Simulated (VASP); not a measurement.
# HfN (Fm-3m) in VASP: further runs

Aim: see how the results for HfN move with the level of theory and the settings. Levels: PBEsol, revPBE+D3. Tasks: single point, relaxation of the atoms.

Everything below comes from runs of VASP 6.6.1. Logs are shortened: lines on timing, memory, paths and dates and some standing lists are left out, and cuts for length are marked.

## Step 1: The crystal as given

The structure is cubic, space group Fm-3m (No. 225). Conventional cell: a = 4.512 Å, b = 4.512 Å, c = 4.512 Å, α = 90.00°, β = 90.00°, γ = 90.00°. Hf (site symmetry m-3m) has 6 N at 2.26 Å as nearest neighbours. Around N (site symmetry m-3m) lie 6 Hf at 2.26 Å.

## Step 2: Single point, PBEsol

Input file INCAR:

```
  ALGO = Normal
  EDIFF = 1E-6
  ENCUT = 520
  GGA = PS
  ISIF = 2
  ISMEAR = 0
  LASPH = T
  LCHARG = T
  LELF = T
  LREAL = F
  LVHAR = T
  LWAVE = F
  NBANDS = 14
  NELM = 80
  PREC = Accurate
  SIGMA = 0.02
```

Input file KPOINTS:

```
k-points
0
Gamma
  10 10 10
```

Input file POSCAR:

```
HfN
3.1905
    0.000000000000      0.707099200752      0.707099200752
    0.707099200752      0.000000000000      0.707099200752
    0.707099200752      0.707099200752      0.000000000000
Hf N
1 1
Direct
    0.0000000000      0.0000000000      0.0000000000
    0.5000000000      0.5000000000      0.5000000000
```

Potentials or basis: VASP PAW PBE potentials, release 64 (Hf_pv, N).

Command:

```bash
$ cat potpaw_PBE.64/Hf_pv/POTCAR potpaw_PBE.64/N/POTCAR > POTCAR
$ mpirun -np 1 vasp_std > vasp.out
```

OUTCAR:

```text
EDIFF = 1E-6
   ENCUT = 520
   GGA = PS
   ISIF = 2
   ISMEAR = 0
   LASPH = T
   LREAL = F
   NELM = 80
   PREC = Accurate

 ion  position               nearest neighbor table
   1  0.000  0.000  0.000-   2 2.26   2 2.26   2 2.26   2 2.26   2 2.26   2 2.26
   2  0.500  0.500  0.500-   1 2.26   1 2.26   1 2.26   1 2.26   1 2.26   1 2.26

  LATTYP: Found a face centered cubic cell.
 ALAT       =     4.5120000000

  Lattice vectors:

 A1 = (   0.0000000000,   2.2560000000,   2.2560000000)
 A2 = (   2.2560000000,   0.0000000000,   2.2560000000)
 A3 = (   2.2560000000,   2.2560000000,   0.0000000000)

Analysis of symmetry for initial positions (statically):
=====================================================================
 Subroutine PRICEL returns:
 Original cell was already a primitive cell.

 Routine SETGRP: Setting up the symmetry group for a
 face centered cubic supercell.

 Subroutine GETGRP returns: Found 48 space group operations
 (whereof 48 operations were pure point group operations)
 out of a pool of 48 trial point group operations.

The static configuration has the point symmetry O_h .

Analysis of symmetry for dynamics (positions and initial velocities):
=====================================================================
 Subroutine PRICEL returns:
 Original cell was already a primitive cell.

 Routine SETGRP: Setting up the symmetry group for a
 face centered cubic supercell.

 Subroutine GETGRP returns: Found 48 space group operations
 (whereof 48 operations were pure point group operations)
 out of a pool of 48 trial point group operations.

The dynamic configuration has the point symmetry O_h .

 Subroutine INISYM returns: Found 48 space group operations
 (whereof 48 operations are pure point group operations),
 and found     1 'primitive' translations

----------------------------------------------------------------------------------------

                                     Primitive cell

  volume of cell :      22.9640

  direct lattice vectors                    reciprocal lattice vectors
     0.000000000  2.256000000  2.256000000    -0.221631206  0.221631206  0.221631206
     2.256000000  0.000000000  2.256000000     0.221631206 -0.221631206  0.221631206
     2.256000000  2.256000000  0.000000000     0.221631206  0.221631206 -0.221631206

  length of vectors
     3.190465797  3.190465797  3.190465797     0.383876509  0.383876509  0.383876509

  position of ions in fractional coordinates (direct lattice)
     0.000000000  0.000000000  0.000000000
     0.500000000  0.500000000  0.500000000

  ion indices of the primitive-cell ions
   primitive index   ion index
                 1           1
                 2           2

----------------------------------------------------------------------------------------

 KPOINTS: k-points

Automatic generation of k-mesh.
 Grid dimensions read from file:
 generate k-points for:   10   10   10

 Generating k-lattice:

  Cartesian coordinates                     Fractional coordinates (reciprocal lattice)
    -0.022163121  0.022163121  0.022163121     0.100000000  0.000000000  0.000000000
     0.022163121 -0.022163121  0.022163121     0.000000000  0.100000000  0.000000000
     0.022163121  0.022163121 -0.022163121     0.000000000  0.000000000  0.100000000

  Length of vectors
     0.038387651  0.038387651  0.038387651

  Shift w.r.t. Gamma in fractional coordinates (k-lattice)
     0.000000000  0.000000000  0.000000000

 Subroutine IBZKPT returns following result:
 ===========================================

 Found     47 irreducible k-points:

 Following reciprocal coordinates:
            Coordinates               Weight
  0.000000  0.000000  0.000000      1.000000
  0.100000  0.000000  0.000000      8.000000
  0.200000  0.000000  0.000000      8.000000
  0.300000  0.000000  0.000000      8.000000
  0.400000  0.000000  0.000000      8.000000
  0.500000  0.000000  0.000000      4.000000
[... 39 lines left out ...]
 -0.300000  0.400000  0.200000     24.000000
 -0.300000  0.500000  0.200000     12.000000
   k-points           NKPTS =     47   k-points in BZ     NKDIM =     47   number of bands    NBANDS=     14
   number of dos      NEDOS =    301   number of ions     NIONS =      2
   total plane-waves  NPLWV =  13824
   dimension x,y,z NGX =    24 NGY =   24 NGZ =   24
   dimension x,y,z NGXF=    48 NGYF=   48 NGZF=   48
   ions per type =               1   1
   NGX,Y,Z   is equivalent  to a cutoff of  12.51, 12.51, 12.51 a.u.
   NGXF,Y,Z  is equivalent  to a cutoff of  25.01, 25.01, 25.01 a.u.
 SYSTEM =  unknown system
   PREC   = accura    normal or accurate (medium, high low for compatibility)
   ISTART =      0    job   : 0-new  1-cont  2-samecut
   ICHARG =      2    charge: 1-file 2-atom 10-const
   ISPIN  =      1    spin polarized calculation?
   LNONCOLLINEAR =      F non collinear calculations
   LSORBIT =      F    spin-orbit coupling
   LASPH  =      T    aspherical Exc in radial PAW
   ENCUT  =  520.0 eV  38.22 Ry    6.18 a.u.   5.93  5.93  5.93*2*pi/ulx,y,z
   NELM   =     80;   NELMIN=  2; NELMDL= -5     # of ELM steps
   EDIFF  = 0.1E-05   stopping-criterion for ELM
   LREAL  =      F    real-space projection
   EDIFFG = 0.1E-04   stopping-criterion for IOM
   NSW    =      0    number of steps for IOM
   IBRION =     -1    ionic relax: 0-MD 1-quasi-New 2-CG
   NFREE  =      0    steps in history (QN), initial steepest desc. (CG)
   ISIF   =      2    stress and relaxation
   ISYM   =      2    0-nonsym 1-usesym 2-fastsym
   POTIM  = 0.5000    time-step for ionic-motion
   TEBEG  =    0.0;   TEEND  =   0.0 temperature during run
   PSTRESS=    0.0 pullay stress
   NELECT =      15.0000    total number of electrons
   NUPDOWN=      -1.0000    fix difference up-down
   EMIN   =  10.00;   EMAX   =-10.00  energy-range for DOS
   EFERMI =   0.00;   METHOD = LEGACY
   ISMEAR =     0;   SIGMA  =   0.02  broadening in eV -4-tet -1-fermi 0-gaus
   EFERMI_NEDOS =   21; number of points for ismear=-14 and -15
   IALGO  =     38    algorithm
   IMIX   =      4    mixing-type and parameters
     AMIX     =   0.40;   BMIX     =  1.00
     AMIX_MAG =   1.60;   BMIX_MAG =  1.00
  volume/ion in A,a.u.               =      11.48        77.48
  Fermi-wavevector in a.u.,A,eV,Ry     =   1.420440  2.684242 27.451783  2.017649
  Thomas-Fermi vector in A             =   2.541355
   LORBIT       =      0    0 simple, 1 ext, 2 COOP (PROOUT), +10 PAW based schemes
   GGA     = PS    functional components
   LHFCALC =     F    Hartree Fock is set to
   AEXX    =    0.0000 exact exchange contribution
   IVDW    =     0    specifies the selected vdW correction
   LEPSILON=     F    determine dielectric tensor
   LRPA    =     F    only Hartree local field effects (RPA)
 non-spin polarized calculation
 Gauss-broadening in eV      SIGMA  =   0.02
  energy-cutoff  :      520.00
  volume of cell :       22.96
 maximum number of plane-waves:       636
   NGX = 11   NGY = 11   NGZ = 11

 number of electron      15.0000001 magnetization

 Free energy of the ion-electron system (eV)
  ---------------------------------------------------
  ext. energy  EPLUGINS =         0.00000000
  ---------------------------------------------------
  free energy    TOTEN  =       -22.98191045 eV

  energy without entropy =      -22.98182235  energy(sigma->0) =      -22.98186640

 E-fermi :   8.2647     XC(G=0): -12.9147

 val. band max:        8.2204394652   @ k =  -0.4000   0.3000   0.0000
 cond. band min:       8.2783325047   @ k =  -0.1000   0.1000   0.0000
 fundamental gap:      0.0578930395
 Fermi energy:         8.2647027563

 k-point     1 :       0.0000    0.0000    0.0000
  band No.  band energies     occupation
      1     -22.8052      2.00000
      2     -22.8052      2.00000
      3     -22.8052      2.00000
      4      -9.2328      2.00000
      5       5.2392      2.00000
      6       5.2392      2.00000
      7       5.2392      2.00000
      8       7.8628      2.00000
      9       7.8628      2.00000
     10       7.8628      2.00000
     11      10.0814      0.00000
     12      10.1899      0.00000
     13      10.1899      0.00000
     14      17.7828      0.00000

 k-point     2 :       0.1000    0.0000    0.0000
  band No.  band energies     occupation
      1     -22.9087      2.00000
      2     -22.8138      2.00000
      3     -22.8138      2.00000
      4      -8.9995      2.00000
      5       4.3057      2.00000
      6       4.6851      2.00000
      7       4.6851      2.00000
      8       8.0966      2.00000
      9       8.1929      2.00000
     10       8.1929      2.00000
     11      10.7842      0.00000
     12      10.9392      0.00000
     13      10.9392      0.00000
     14      18.5555      0.00000

 k-point     3 :       0.2000    0.0000    0.0000
  band No.  band energies     occupation
      1     -23.1688      2.00000
      2     -22.8361      2.00000
      3     -22.8361      2.00000
      4      -8.3725      2.00000
      5       2.6191      2.00000
      6       3.6782      2.00000
      7       3.6782      2.00000
      8       8.4858      0.00000
      9       9.0152      0.00000
     10       9.0152      0.00000
     11      12.2353      0.00000
     12      12.6258      0.00000
     13      12.6258      0.00000
     14      20.3973      0.00000
[... 596 lines left out ...]
 k-point    39 :      -0.3000    0.3000    0.1000
  band No.  band energies     occupation
      1     -23.5461      2.00000
      2     -23.2404      2.00000
      3     -22.9833      2.00000
      4      -7.1234      2.00000
      5       0.7752      2.00000
      6       2.5349      2.00000
      7       2.7235      2.00000
      8       9.6901      0.00000
      9      10.2662      0.00000
     10      12.4192      0.00000
     11      13.7168      0.00000
     12      16.3358      0.00000
     13      18.3573      0.00000
     14      18.9944      0.00000

 k-point    40 :      -0.2000    0.3000    0.1000
  band No.  band energies     occupation
      1     -23.5079      2.00000
      2     -23.1678      2.00000
      3     -22.9318      2.00000
      4      -7.2159      2.00000
      5       0.7107      2.00000
      6       2.5130      2.00000
      7       2.9736      2.00000
      8       8.7425      0.00000
      9      11.6042      0.00000
     10      11.6566      0.00000
     11      12.6962      0.00000
     12      15.7954      0.00000
     13      17.4382      0.00000
     14      19.6871      0.00000

 [... further k-points ...]

------------------------ aborting loop because EDIFF is reached ----------------------------------------

  FORCE on cell =-STRESS in cart. coord.  units (eV):
  Direction    XX          YY          ZZ          XY          YZ          ZX
  --------------------------------------------------------------------------------------
  -------------------------------------------------------------------------------------
  Total       -0.5854629     -0.5854629     -0.5854629      0.0000000     -0.0000000      0.0000000
  in kB      -40.8472366    -40.8472366    -40.8472366      0.0000000     -0.0000000      0.0000000
  external PRESSURE =     -40.8472366 kB  Pullay stress =       0.0000000 kB

 VOLUME and BASIS-vectors are now :
 -----------------------------------------------------------------------------
  energy-cutoff  :      520.00
  volume of cell :       22.96
      direct lattice vectors                 reciprocal lattice vectors
     0.000000000  2.256000000  2.256000000    -0.221631206  0.221631206  0.221631206
     2.256000000  0.000000000  2.256000000     0.221631206 -0.221631206  0.221631206
     2.256000000  2.256000000  0.000000000     0.221631206  0.221631206 -0.221631206

 POSITION                                       TOTAL-FORCE (eV/Angst)
 -----------------------------------------------------------------------------------
      0.00000      0.00000      0.00000         0.000000     -0.000000      0.000000
      2.25600      2.25600      2.25600        -0.000000      0.000000     -0.000000
 -----------------------------------------------------------------------------------
    total drift:                                0.000000     -0.000000     -0.000000

  FREE ENERGIE OF THE ION-ELECTRON SYSTEM (eV)
  ---------------------------------------------------
  free  energy   TOTEN  =       -22.9819104513 eV

  energy  without entropy=      -22.9818223471  energy(sigma->0) =      -22.98186640
```

It took 15 s on 1 thread of Intel Xeon Platinum 8488C (Sapphire Rapids), shared host; peak memory 0.14 GiB.

What came out:

* Free energy: -22.9819 eV
* Pressure: -4.1 GPa
* Band gap on the k mesh: none (metal or under the smearing width)

Levels at points of the mesh, in eV from the Fermi level:
```
           k point  band 6  band 7  band 8  band 9  band 10  band 11
(0.00, 0.00, 0.00)   -3.03   -3.03   -0.40   -0.40    -0.40     1.82
(0.50, 0.00, 0.00)   -6.23   -6.23    3.28    3.70     3.70     4.40
(0.50, 0.50, 0.00)   -3.89   -3.69   -3.69    4.08     5.55     5.55
```

Caveat: the PAW data sets were made with another functional, which shifts forces and pressure a little.

[end of part 1 of 2]
